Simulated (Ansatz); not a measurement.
**In3Sb: equation of state with PBEsol**

The system is In3Sb.

```
Sb In
1.0
     4.83696    0.00000    0.00000
     0.00000    4.83696    0.00000
     0.00000    0.00000    4.83696
Sb In
1 3
Cartesian
  0.0000 0.0000 0.0000
  0.0000 2.4185 2.4185
  2.4185 0.0000 2.4185
  2.4185 2.4185 0.0000
```

The cell comes from a database or a generator and needn't be the stable form of this composition.

| Item | Value |
| --- | --- |
| Program | Ansatz 0.2.0 |
| Task | equation of state |
| Functional | PBEsol |
| Potentials or basis | all-electron LAPW, scalar-relativistic |
| Basis error allowed | 0.001 eV/atom |
| k mesh | 6 × 6 × 6 |
| Occupations | fermi-dirac, width 0.05 eV |
| Spin | no spin polarisation |

```yaml
Equilibrium_volume: "26.46 Å³/atom (rough: see the caveat)"
Bulk_modulus: 45 GPa (rough)
```

Energy against volume, from the lowest point:
```tsv
volume (Å³/atom)	energy (meV/atom)
26.594	0.00
27.160	2.39
27.726	7.71
28.292	15.63
28.857	25.88
29.423	38.18
29.989	52.29
```

All runs of the series together: 84 s on 2 threads of Arm Neoverse V1, on a shared host.

Caveat: the minimum lies outside the volumes run. Spin-orbit coupling is left out, which matters for the levels of Sb.
